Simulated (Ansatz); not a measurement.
# Se (Cmcm) in Ansatz: a series of runs

One crystal, Se, is run at these levels: PBE, PBE+D3(BJ), PBE+D3(BJ)-ATM, PBE+D4; tasks: relaxation of cell and atoms.

Program: Ansatz 0.2.0. These are calculated values, not measurements. Logs are shortened: lines on timing, memory, paths and dates and some standing lists are left out, and cuts for length are marked.

### 1 The structure

The structure is orthorhombic, space group Cmcm (No. 63). The conventional cell has a = 2.789 Å, b = 8.078 Å, c = 4.613 Å, α = 90.00°, β = 90.00°, γ = 90.00°. Se (site symmetry m2m) is surrounded by 4 Se at 2.53 to 2.79 Å.

This isn't the form of Se at room conditions, which is trigonal, of chains.

### 2 Relaxation of cell and atoms, PBE

Input file input.yaml:

```yaml
crystal:
  lattice:
    - [1.39426943, -4.039002765, 0.0]
    - [1.39426943, 4.039002765, 0.0]
    - [0.0, 0.0, 4.6134314]
  atoms:
    - { symbol: Se, position: [0.06434468, 0.93565532, 0.25] }
    - { symbol: Se, position: [0.93565532, 0.06434468, 0.75] }
hamiltonian:
  xc: pbe
  pseudopotentials: { kind: paw }
kpoints:
  mp_grid: { grid: [10, 10, 6] }
scf:
  occupations: { method: fermi_dirac, width: 0.05 }
output:
  forces: true
  stress: true
  eigenvalues: true
relax:
  f_tol: 0.01
  max_steps: 40
  cell: { stress_tol: 0.05 }
```

Potentials or basis: Ansatz PAW.

Started as:

```console
$ ansatz run input.yaml --threads 2 --pin off --max-ram 5632MiB --backend cpu --events-out ev --progress --plain --runs-dir out
```

Output:

```text
Warning: RAYON_NUM_THREADS=2 ignored (pool sized by the plan → 2); use --threads N
Engine: ansatz 0.2.0, aarch64-unknown-linux-gnu
Pseudopotentials: kind: paw
Pseudopotential: Se, paw, valence charge 16, recommended cutoff 420 eV (normal), Se.paw.azcp
Functional definition: PBE
  parameter kappa = 0.804
  parameter beta = 0.06672455060314922
  exchange = pbe_x(kappa = kappa, mu = beta*pi^2/3)
  correlation = pbe_c(beta = beta)
Crystal: 2 atoms, lattice volume = 51.961 Å³
Basis set: ecut = 420 eV, 1015 PW (Γ), exchange–correlation on 60×60×64 points (8 copies of the dense FFT grid, shifted against one another)
Bands: 20, of which v1, the nominal top of the filled ones, is band 16 counted from 1 (15 counted from 0)
Symmetry: 8 space group operations
Space group: Cmcm (ITA 63), of the structure as read, at distance tolerance 3.7e-5 Å
k-points: 124 of 600
Non-local potential: Se, projectors of the file, l = 0: 2, l = 1: 2, l = 2: 3, l = 3: 1
PAW form: soft (Blöchl's): semilocal exchange-correlation on the pseudo side does not see the compensation charge
PAW one-centre angular grid: Se, 590 points (default); XC on 64 Gauss nodes
Initial density: superposition of atomic densities (neutral atoms: chi_scale 0, normalization atom), corrected by the library's trained network
Initial wavefunctions: pseudopotential atomic-orbital guess
Functional: x = pbe(κ = 0.804, μ = 0.2195149727645171), c = pbe(β = 0.06672455060314922)
SCF iter   1: F=—  HF=-10937.856495 eV  |F-HF|=—  |Δ(HF+E_count)|=         —  Δρ=2.22e-3  dr2=2.36e-3  ethr=1.77e-3  ⟨swp⟩=5.4  Hψ=11462  notcnv=0
preconditioner: auto → LDOS  [metal: Δε(μ)=0.015 eV  Ē_g=11.015 eV  σ=0.050 eV  W_gap=0.07  n_scr=12 (ndim 8)  ℏωp=17.8 eV  f_vac=0.085  D(μ)=0.85/eV (n_scr^D=4)  β→1.0]
SCF iter   2: F=—  HF=-10937.856631 eV  |F-HF|=—  |Δ(HF+E_count)|=   1.36e-4  Δρ=7.85e-4  dr2=3.36e-4  ethr=7.36e-6  ⟨swp⟩=2.0  Hψ=4690  notcnv=0  defer=11
SCF iter   3: F=—  HF=-10937.856535 eV  |F-HF|=—  |Δ(HF+E_count)|=   9.55e-5  Δρ=1.51e-4  dr2=1.85e-5  ethr=1.05e-6  ⟨swp⟩=2.0  Hψ=3216  notcnv=0  defer=11
SCF iter   4: F=—  HF=-10937.856511 eV  |F-HF|=—  |Δ(HF+E_count)|=   2.43e-5  Δρ=4.07e-5  dr2=7.47e-7  ethr=5.78e-8  ⟨swp⟩=2.1  Hψ=3308  notcnv=0  defer=11
iter 5 did not close the SCF: its close was put off for the readings that it lacked (scf_convergence_deferred on its scf_iter line)
SCF iter   5: F=-10937.856511 eV  HF=-10937.856511 eV  |F-HF|=2.64e-8  |Δ(HF+E_count)|=   2.56e-7  Δρ=8.10e-6  dr2=2.44e-8  ethr=2.33e-9  ⟨swp⟩=2.0  Hψ=3128  notcnv=0  defer=11
SCF iter   6: F=-10937.856511 eV  HF=-10937.856511 eV  |F-HF|=0.00e0  |Δ(HF+E_count)|=   3.16e-8  Δρ=7.58e-7  dr2=2.24e-10  ethr=7.64e-11  ⟨swp⟩=2.5  Hψ=8447  notcnv=0
[... 86 lines left out ...]
SCF iter   5: F=—  HF=-10937.880795 eV  |F-HF|=—  |Δ(HF+E_count)|=   9.08e-8  Δρ=2.33e-6  dr2=2.35e-9  ethr=2.26e-10  ⟨swp⟩=2.0  Hψ=4462  notcnv=0
SCF iter   6: F=—  HF=-10937.880795 eV  |F-HF|=—  |Δ(HF+E_count)|=   3.99e-9  Δρ=4.97e-7  dr2=1.77e-10  ethr=7.35e-12  ⟨swp⟩=2.0  Hψ=4452  notcnv=0
SCF iter   7: F=-10937.880795 eV  HF=-10937.880795 eV  |F-HF|=1.09e-11  |Δ(HF+E_count)|=  4.11e-10  Δρ=1.21e-7  dr2=1.82e-11  ethr=1.00e-12  ⟨swp⟩=6.0  Hψ=11338  notcnv=0
SCF 9 converged in 7 iterations: F = -10937.880795 eV  dr2 = 1.82e-11
relax step   9: F+E_penalty+E_count = -10937.88079506 eV  Δ(F+E_penalty+E_count) = -5.073e-4 eV  max|allowed force component| = 5.909e-5 eV/Å  Δτ_max = 0.0000 Å  P = +0.013 GPa  Ω = 58.821 Å³  stress off target by 3.72e-2 GPa  SCF on the basis re-selected at this cell (its energy is not comparable with the rows above)  (7 SCF iters)
basis re-selected at this cell: Δ(F+E_penalty+E_count) = -5.073e-4 eV, ΔP = +0.012 GPa vs the last step (what re-selecting the basis moved, of the pressure what is left beyond the Pulay correction that the steps carried, after the strain that the cell walked since its last selection, with what the two solves' SCF thresholds leave and, on support functions, any second-order correction that the steps lacked; it is no measure of the basis error at this ecutwfc). The dense FFT grid was sized anew with the basis: this SCF ran on 32×32×32 points, the steps before it on 30×30×32, so part of this shift can come from that change (see relax.cell in the input reference). This SCF's stress stands 3.72e-2 GPa from its target on what of the cell is left free (relax.cell.stress_tol is 5.00e-2 GPa) and its largest allowed force component is 5.91e-5 eV/Å (relax.f_tol is 1.00e-2 eV/Å): within both
SCF converged after 7 iterations
Free energy (F): -10937.880795 eV
Harris-Foulkes:  -10937.880795 eV  (|F-HF|=1.09e-11)
Internal energy: -10937.874636 eV  (E = F + TS)
E sigma→0 (E₀):  -10937.877715 eV
Entropy (-TS):   -0.006159 eV (-3.080 meV/atom)
Fermi energy:    6.273428 eV
--- Per-component energies (eV) ---
  E_band       = -846.594091
  E_kinetic    = 233.123334
  E_local      = -5512.166142  (includes V_loc(G=0)·N_el)
  E_nonlocal   = -1188.364289
  E_hartree    = 2690.267818
  E_xc         = -206.708859
  E_vxc        = -193.998244  (∫ρ·V_xc dr)
  E_paw        = -3824.332466  (= ΣΔE_a)
  E_vpaw       = 434.276536  (= ΣTr[D̂ρ^β])
  E_aug_tail   = -0.001181  (compensation charges beyond the density's cutoff)
  E_ewald      = -3129.692851
  E_smearing   = -0.006159  (= −TS)
  E_closure    = -0.000000  (closes the sum)
  Σ components = -10937.880795   (vs F -10937.880795, Δ=0.00e0)
--- Forces (eV/Å), atoms counted from 1 ---
  atom   1  Se    -0.00000000     0.00005909     0.00000000
  atom   2  Se    -0.00000000    -0.00005909     0.00000000
  max |Σ_I F_I| component: 8.67e-19 eV/Å
--- Stress (GPa, compression-positive) ---
       -0.000520       0.000000      -0.000000
        0.000000       0.037239       0.000000
       -0.000000       0.000000       0.002884
  P = ⅓ Tr σ = 0.0132 GPa (0.132 kbar)
--- Band table (eV; the first three rows and the last of 124) ---
  k-point 0: bands = ["-42.3080", "-42.2811", "-42.2687", "-42.2640", "-42.1494", "-42.1299", "-42.0827", "-42.0810", "-42.0596", "-42.0566", "-9.5598", "-5.8678", "-0.2464", "3.4776", "3.9231", "8.1856", "8.2259", "10.5419", "10.8648", "13.3890"]
  k-point 1: bands = ["-42.3060", "-42.2800", "-42.2722", "-42.2652", "-42.1475", "-42.1309", "-42.0825", "-42.0811", "-42.0592", "-42.0565", "-9.4016", "-6.3134", "0.2274", "3.7160", "3.8704", "7.7695", "8.3103", "10.3356", "11.5484", "12.2439"]
  k-point 2: bands = ["-42.3001", "-42.2808", "-42.2769", "-42.2684", "-42.1430", "-42.1337", "-42.0822", "-42.0814", "-42.0581", "-42.0565", "-8.9351", "-7.2482", "1.1945", "3.0926", "4.9959", "7.1905", "8.6686", "9.8213", "11.0678", "11.6207"]
  k-point 123: bands = ["-42.2911", "-42.2911", "-42.2727", "-42.2727", "-42.1379", "-42.1379", "-42.0818", "-42.0818", "-42.0570", "-42.0570", "-8.1204", "-8.1204", "1.3889", "1.3889", "6.7636", "6.7636", "9.1699", "9.1699", "13.4807", "13.4807"]
--- Relaxed structure (8 steps of the walk, 8 accepted, 1 SCFs on fresh bases) ---
  F+E_penalty+E_count = -10937.88079506 eV   max|allowed force component| = 5.909e-5 eV/Å   (the final SCF, on the basis selected at the relaxed cell)
  cell:  # Å, volume = 58.8209 Å³
    - [1.3967107763257234, -4.486009278939794, -2.872522963188772e-17]
    - [1.3967107763257234, 4.486009278939794, 2.872522963188773e-17]
    - [1.7500894724745584e-32, 3.2810543608518984e-17, 4.693913643612974]
  atoms:
    - { symbol: Se, position: [0.05584789844233751, 0.9441521015576625, 0.24999999999999997] }
    - { symbol: Se, position: [0.9441521015576625, 0.05584789844233751, 0.7499999999999999] }
```

Wall time 25 s (2 threads of Arm Neoverse V2, shared host); peak memory 0.42 GiB.

What came out:

```
Free energy                            : -10937.8808 eV
Relaxed volume                         : 29.41 Å³/atom
Relaxed cell                           : a = 4.698 Å, b = 4.698 Å, c = 4.694 Å, α = 90.00°, β = 90.00°, γ = 145.41°
Space group after relaxing (to 0.05 Å) : Cmcm (No. 63)
Energy gained by relaxing              : 12.1 meV/atom
Ionic steps                            : 9
Pressure after relaxing                : 0.0 GPa
Band gap on the k mesh                 : none (metal or under the smearing width)
```

Step by step:
```
step  energy change (eV)  largest force (eV/Å)  volume (Å³)
   1              0.0000                0.0366        51.96
   2             -0.0039                0.2288        55.12
   3             -0.0172                0.0034        54.74
   4             -0.0199                0.0385        55.39
   5             -0.0227                0.0208        56.92
   6             -0.0235                0.0048        57.91
   7             -0.0238                0.0047        58.64
   8             -0.0238                0.0002        58.82
   9             -0.0243                0.0001        58.82
```

Final structure:
```
Se
1.0
     1.39671   -4.48601    0.00000
     1.39671    4.48601    0.00000
     0.00000    0.00000    4.69391
Se
2
Cartesian
  1.3967 3.9849 1.1735
  1.3967 -3.9849 3.5204
```

Levels at points of the mesh, in eV from the Fermi level:
| k point | band 14 | band 15 | band 16 | band 17 | band 18 | band 19 |
| --- | --- | --- | --- | --- | --- | --- |
| (0.00, 0.00, 0.00) | -2.80 | -2.35 | 1.91 | 1.95 | 4.27 | 4.59 |
| (0.00, 0.00, -0.50) | -4.08 | 0.10 | 0.10 | 2.93 | 2.93 | 4.50 |
| (0.00, -0.50, 0.00) | -4.73 | -3.69 | -1.32 | -0.33 | 3.32 | 4.74 |
| (0.00, -0.50, -0.50) | -5.41 | -2.53 | -2.53 | 2.11 | 2.11 | 5.34 |
| (-0.50, -0.50, 0.00) | -4.03 | -2.04 | 1.05 | 1.84 | 4.31 | 8.50 |
| (-0.50, -0.50, -0.50) | -4.88 | 0.49 | 0.49 | 2.90 | 2.90 | 7.21 |

Caveat: the plane-wave basis is chosen anew once the cell has moved, so the energies of steps on either side of that aren't comparable.

### 3 Relaxation of cell and atoms, PBE+D3(BJ)

Changes to input.yaml since step 2:

```diff
@@ -11,2 +11,3 @@
   pseudopotentials: { kind: paw }
+  dispersion: d3bj
 kpoints:
```

Potentials or basis: Ansatz PAW.

Started as:

```console
$ ansatz run input.yaml --threads 2 --pin off --max-ram 5632MiB --backend cpu --events-out ev --progress --plain --runs-dir out
```

Wall time 17 s (2 threads of Arm Neoverse V2, shared host); peak memory 0.41 GiB.

The run converged. Its results:

```yaml
Free_energy: -10938.5354 eV
Relaxed_volume: 24.39 Å³/atom
Relaxed_cell: a = 4.049 Å, b = 4.049 Å, c = 4.645 Å, α = 90.00°, β = 90.00°, γ = 140.18°
Space_group_after_relaxing_to_0.05_Å: Cmcm (No. 63)
Energy_gained_by_relaxing: 9.5 meV/atom
Ionic_steps: 6
Pressure_after_relaxing: 0.0 GPa
Band_gap_on_the_k_mesh: none (metal or under the smearing width)
```

Step by step:
| step | energy change (eV) | largest force (eV/Å) | volume (Å³) |
| --- | --- | --- | --- |
| 1 | 0.0000 | 0.0151 | 51.96 |
| 2 | -0.0146 | 0.0663 | 50.03 |
| 3 | -0.0187 | 0.0223 | 48.49 |
| 4 | -0.0191 | 0.0007 | 48.82 |
| 5 | -0.0192 | 0.0004 | 48.78 |
| 6 | -0.0190 | 0.0004 | 48.78 |

Final structure:
```xyz
2
Lattice="1.3790 -3.8072 0.0000 1.3790 3.8072 0.0000 0.0000 0.0000 4.6451" Properties=species:S:1:pos:R:3 pbc="T T T"
Se    1.3790    3.2968    1.1613
Se    1.3790   -3.2968    3.4838
```

Levels at points of the mesh, in eV from the Fermi level:
| k point | band 14 | band 15 | band 16 | band 17 | band 18 | band 19 |
| --- | --- | --- | --- | --- | --- | --- |
| (0.00, 0.00, 0.00) | -2.37 | -2.03 | 2.17 | 2.46 | 4.44 | 5.75 |
| (0.00, 0.00, -0.50) | -3.67 | -0.06 | -0.06 | 3.18 | 3.18 | 4.91 |
| (0.00, -0.50, 0.00) | -4.81 | -3.92 | -1.32 | -0.50 | 3.02 | 4.83 |
| (0.00, -0.50, -0.50) | -5.71 | -2.61 | -2.61 | 2.11 | 2.11 | 5.15 |
| (-0.50, -0.50, 0.00) | -4.73 | -2.50 | 0.27 | 1.88 | 4.55 | 8.42 |
| (-0.50, -0.50, -0.50) | -5.69 | 0.63 | 0.63 | 3.00 | 3.00 | 8.09 |

Caveat: the plane-wave basis is chosen anew once the cell has moved, so the energies of steps on either side of that aren't comparable; pairwise dispersion overbinds metals, which lowers pressure and volume.

### 4 Relaxation of cell and atoms, PBE+D3(BJ)-ATM

Changes to input.yaml since step 3:

```diff
@@ -11,3 +11,3 @@
   pseudopotentials: { kind: paw }
-  dispersion: d3bj
+  dispersion: d3bjatm
 kpoints:
```

Started as:

```console
$ ansatz run input.yaml --threads 2 --pin off --max-ram 5632MiB --backend cpu --events-out ev --progress --plain --runs-dir out
```

Wall time 16 s (2 threads of Arm Neoverse V2, shared host); peak memory 0.41 GiB.

The run converged. Its results:

```yaml
Free_energy: -10938.5000 eV
Relaxed_volume: 24.61 Å³/atom
Relaxed_cell: a = 4.075 Å, b = 4.075 Å, c = 4.649 Å, α = 90.00°, β = 90.00°, γ = 140.39°
Space_group_after_relaxing_to_0.05_Å: Cmcm (No. 63)
Energy_gained_by_relaxing: 7.5 meV/atom
Ionic_steps: 6
Pressure_after_relaxing: 0.0 GPa
Band_gap_on_the_k_mesh: none (metal or under the smearing width)
```

Step by step:
```
step  energy change (eV)  largest force (eV/Å)  volume (Å³)
   1              0.0000                0.0157        51.96
   2             -0.0112                0.0766        50.44
   3             -0.0149                0.0141        49.19
   4             -0.0152                0.0001        49.24
   5             -0.0152                0.0003        49.22
   6             -0.0151                0.0003        49.22
```

Final structure:
```
CELL_PARAMETERS angstrom
1.38074 -3.83395 0.00000
1.38074 3.83395 0.00000
0.00000 0.00000 4.64931
ATOMIC_POSITIONS crystal
Se 0.06650 0.93350 0.25000
Se 0.93350 0.06650 0.75000
```

Levels at points of the mesh, in eV from the Fermi level:
| k point | band 12 | band 13 | band 14 | band 15 | band 16 | band 17 | band 18 | band 19 | band 20 |
| --- | --- | --- | --- | --- | --- | --- | --- | --- | --- |
| (0.00, 0.00, 0.00) | -12.23 | -6.85 | -2.37 | -2.07 | 2.15 | 2.43 | 4.43 | 5.69 | 6.65 |
| (0.00, 0.00, -0.50) | -14.77 | -3.69 | -3.69 | -0.05 | -0.05 | 3.15 | 3.15 | 4.89 | 4.89 |
| (0.00, -0.50, 0.00) | -9.90 | -6.87 | -4.80 | -3.89 | -1.32 | -0.49 | 3.05 | 4.83 | 5.70 |
| (0.00, -0.50, -0.50) | -12.31 | -5.68 | -5.68 | -2.61 | -2.61 | 2.11 | 2.11 | 5.16 | 5.16 |
| (-0.50, -0.50, 0.00) | -12.46 | -6.40 | -4.69 | -2.47 | 0.32 | 1.87 | 4.53 | 8.43 | 11.38 |
| (-0.50, -0.50, -0.50) | -14.48 | -5.63 | -5.63 | 0.63 | 0.63 | 2.99 | 2.99 | 8.07 | 8.07 |

Caveat: the plane-wave basis is chosen anew once the cell has moved, so the energies of steps on either side of that aren't comparable; pairwise dispersion overbinds metals, which lowers pressure and volume.

### 5 Relaxation of cell and atoms, PBE+D4

Changes to input.yaml since step 4:

```diff
@@ -11,3 +11,3 @@
   pseudopotentials: { kind: paw }
-  dispersion: d3bjatm
+  dispersion: d4
 kpoints:
@@ -20,2 +20,6 @@
   eigenvalues: true
+  write_density: true
+  write_potential: true
+  elf: true
+  volumetric_format: npy
 relax:
```

Started as:

```console
$ ansatz run input.yaml --threads 2 --pin off --max-ram 5632MiB --backend cpu --events-out ev --progress --plain --runs-dir out
```

Run time: 19 s. Hardware: 2 threads of Arm Neoverse V2, shared host; peak memory 0.41 GiB.

It converged, with:

```
Free energy                            : -10938.6079 eV
Relaxed volume                         : 24.28 Å³/atom
Relaxed cell                           : a = 4.036 Å, b = 4.036 Å, c = 4.644 Å, α = 90.00°, β = 90.00°, γ = 140.05°
Space group after relaxing (to 0.05 Å) : Cmcm (No. 63)
Energy gained by relaxing              : 11.0 meV/atom
Ionic steps                            : 6
Pressure after relaxing                : 0.0 GPa
Band gap on the k mesh                 : none (metal or under the smearing width)
```

Step by step:
```
step  energy change (eV)  largest force (eV/Å)  volume (Å³)
   1              0.0000                0.0101        51.96
   2             -0.0178                0.0561        49.73
   3             -0.0215                0.0329        48.06
   4             -0.0222                0.0010        48.64
   5             -0.0223                0.0002        48.57
   6             -0.0221                0.0002        48.57
```

Final structure:
```yaml
crystal:
  lattice:
    - [1.37855, -3.79301, 0.00000]
    - [1.37855, 3.79301, 0.00000]
    - [0.00000, 0.00000, 4.64401]
  atoms:
    - { symbol: Se, position: [0.06733, 0.93267, 0.25000] }
    - { symbol: Se, position: [0.93267, 0.06733, 0.75000] }
```

Levels at points of the mesh, in eV from the Fermi level:
```
              k point  band 14  band 15  band 16  band 17  band 18  band 19
   (0.00, 0.00, 0.00)    -2.36    -2.01     2.18     2.47     4.45     5.79
  (0.00, 0.00, -0.50)    -3.66    -0.06    -0.06     3.18     3.18     4.93
  (0.00, -0.50, 0.00)    -4.81    -3.92    -1.32    -0.51     3.01     4.84
 (0.00, -0.50, -0.50)    -5.72    -2.62    -2.62     2.11     2.11     5.15
 (-0.50, -0.50, 0.00)    -4.75    -2.52     0.24     1.88     4.56     8.41
(-0.50, -0.50, -0.50)    -5.71     0.63     0.63     3.00     3.00     8.10
```

Caveat: the plane-wave basis is chosen anew once the cell has moved, so the energies of steps on either side of that aren't comparable; pairwise dispersion overbinds metals, which lowers pressure and volume.

### 6 Overview

```tsv
level	gap on the mesh (eV)	pressure (GPa)	relaxed volume (Å³/atom)
PBE	none	0.0	29.41
PBE+D3(BJ)	none	0.0	24.39
PBE+D3(BJ)-ATM	none	0.0	24.61
PBE+D4	none	0.0	24.28
```

Alike in all rows: task relaxation of cell and atoms; potentials or basis Ansatz PAW; no spin polarisation; cell relaxed; k mesh 10 × 10 × 6; cutoff (eV) 420; smearing fermi-dirac 0.05 eV.

Caveats: the plane-wave basis is chosen anew once the cell has moved, so the energies of steps on either side of that aren't comparable; pairwise dispersion overbinds metals, which lowers pressure and volume (some runs).

Total energies depend on the potentials used, so only differences within one code and one set of settings carry meaning.
